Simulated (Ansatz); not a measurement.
# Bands of AgCl

```
Ag Cl
1.0
     0.00000    2.77315    2.77315
     2.77315    0.00000    2.77315
     2.77315    2.77315    0.00000
Ag Cl
1 1
Direct
  0.50000 0.50000 0.50000
  0.00000 0.00000 0.00000
```

Atoms are numbered in the order listed.

The cell comes from COD entry 9011666, which wasn't checked; take it as a given geometry.

Level of theory: DFT, PBEsol, all-electron LAPW, scalar-relativistic in Ansatz 0.2.0.

The runs use a Γ-centred 9×9×9 k mesh, Fermi–Dirac smearing of 0.01 eV, basis error target 0.5 meV/atom, no spin polarisation.

Points in fractions of the reciprocal vectors of this cell: Γ (0, 0, 0), X (0.5, 0, 0.5), U (0.625, 0.25, 0.625), K (0.375, 0.375, 0.75), L (0.5, 0.5, 0.5), W (0.5, 0.25, 0.75). The path joins them by straight lines in the order Γ–X–U–K–Γ–L–W–X; legs that retrace an earlier one aren't tabulated. Energies are in eV from the top of the valence band.

**Question.** Is there a gap, and where are the band edges?

**Answer.** 0.73 eV, indirect from L (0.5, 0.5, 0.5) to Γ.

**Question.** List the levels between -5 and 5 eV at the symmetry points.

**Answer.** 
Γ: -2.48 (×3), -2.44 (×2), -2.33 (×3), 0.73
X: -4.38, -3.08 (×2), -2.81, -2.24, -1.98 (×2), -1.90, 2.23
U: -4.27, -4.23, -3.82, -2.34, -2.04, -1.86, -1.68, -1.06, 3.48
K: -4.27, -4.23, -3.82, -2.34, -2.04, -1.86, -1.68, -1.06, 3.48
L: -4.19 (×2), -2.10 (×2), -1.78, 0.00 (×2), 4.03
W: -4.24, -4.04 (×2), -2.01 (×2), -1.99, -1.98, -1.21, 4.09

Kohn–Sham gaps of semilocal functionals usually fall short of measured ones.
